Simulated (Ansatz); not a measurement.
Pd:

```xyz
1
Lattice="0.0000 1.9465 1.9465 1.9465 0.0000 1.9465 1.9465 1.9465 0.0000" Properties=species:S:1:pos:R:3 pbc="T T T"
Pd    0.0000    0.0000    0.0000
```

| Property | Result |
| --- | --- |
| Program | Ansatz 0.2.0 |
| Task | relaxation of cell and atoms |
| Functional | PBE |
| Potentials or basis | Ansatz PAW |
| Cutoff | 420 eV (not typed: the program's choice for these potentials) |
| k mesh | 12 × 12 × 12 |
| Occupations | fermi-dirac, width 0.05 eV |
| Spin | no spin polarisation |

At the start: volume 14.75 Å³/atom.

Problem. How do energy, volume and symmetry change on relaxing?

Solution. It ends after 5 steps and the volume is 15.32 Å³/atom (+3.8 %); space group Fm-3m (No. 225, to 0.05 Å).

The path:
```
step  energy change (eV)  largest force (eV/Å)  volume (Å³)
   1              0.0000                0.0000        14.75
   2             -0.0070                0.0000        15.68
   3             -0.0115                0.0000        15.34
   4             -0.0115                0.0000        15.32
   5             -0.0117                0.0000        15.32
```

Final structure:
```
Pd
1.0
     0.00000    1.97104    1.97104
     1.97104    0.00000    1.97104
     1.97104    1.97104    0.00000
Pd
1
Direct
  0.00000 0.00000 0.00000
```

Caveat: the plane-wave basis is chosen anew once the cell has moved, so the energies of steps on either side of that aren't comparable.
